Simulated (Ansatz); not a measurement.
# TaN: the cost of one run

Program: Ansatz 0.2.0. Level of theory: DFT PBE, scalar-relativistic, plane waves, PAW. These are calculated values, not measurements.

### 1 The structure to begin with

It takes space group Fm-3m (No. 225, cubic). Conventional cell: a = 4.417 Å, b = 4.417 Å, c = 4.417 Å, α = 90.00°, β = 90.00°, γ = 90.00°. Ta (site symmetry m-3m) has 6 N at 2.21 Å in its first shell of neighbours. N (site symmetry m-3m) has 6 Ta at 2.21 Å in its first shell of neighbours.

Structure file:

```cif
data_structure
_symmetry_space_group_name_H-M 'Fm-3m'
_symmetry_Int_Tables_number 225
_cell_length_a 4.4173
_cell_length_b 4.4173
_cell_length_c 4.4173
_cell_angle_alpha 90.000
_cell_angle_beta 90.000
_cell_angle_gamma 90.000
_cell_volume 86.19
loop_
_atom_site_label
_atom_site_type_symbol
_atom_site_symmetry_multiplicity
_atom_site_Wyckoff_symbol
_atom_site_fract_x
_atom_site_fract_y
_atom_site_fract_z
_atom_site_occupancy
Ta1 Ta 4 b 0.50000 0.00000 0.00000 1
N1 N 4 a 0.00000 0.00000 0.00000 1
```

It is the result of an earlier relaxation at this level (volume 10.77 Å³/atom; gap on the mesh: none (metal)).

### 2 Zero of energy

The reference gives a free energy of -10317.9224 eV, pressure -0.02 GPa, largest force 0.000 eV/Å and gap on the mesh none (metal). It was computed beforehand with the settings of the runs below.

### 3 The scan: a strain scan

The cell is strained by ε times the Voigt pattern (0, 1, 0, 0, 0, 0) (xx, yy, zz, yz, xz, xy; engineering shear), with fractional coordinates fixed (clamped ions). The stress on the pattern is the sum of the stress components weighted by it, tension positive.

### 4 At ε = -0.1500

input.yaml reads:

```yaml
crystal:
  lattice:
    - [0.0, 1.8773395618, 2.2086347786]
    - [2.2086347786, 0.0, 2.2086347786]
    - [2.2086347786, 1.8773395618, 0.0]
  atoms:
    - { symbol: Ta, position: [0.5, 0.5, 0.5] }
    - { symbol: "N", position: [0.0, 0.0, 0.0] }
basis:
  ecutwfc: 420
kpoints:
  mp_grid: { grid: [24, 24, 24] }
hamiltonian:
  xc: pbe
scf:
  occupations: { method: gaussian, width: 0.15 }
output:
  forces: true
  stress: true
  eigenvalues: true
  write_density: true
  write_potential: true
  elf: true
  volumetric_format: npy
```

On the command line:

```bash
$ ansatz run input.yaml --threads 1 --pin off --max-ram 2560MiB --backend cpu --events-out ev --progress --plain --runs-dir out
```

Q: Estimate wall time and peak memory on 1 thread of AMD EPYC 9R45 (Zen 5), shared host.

About 9.2 s, with a peak of 0.58 GiB.
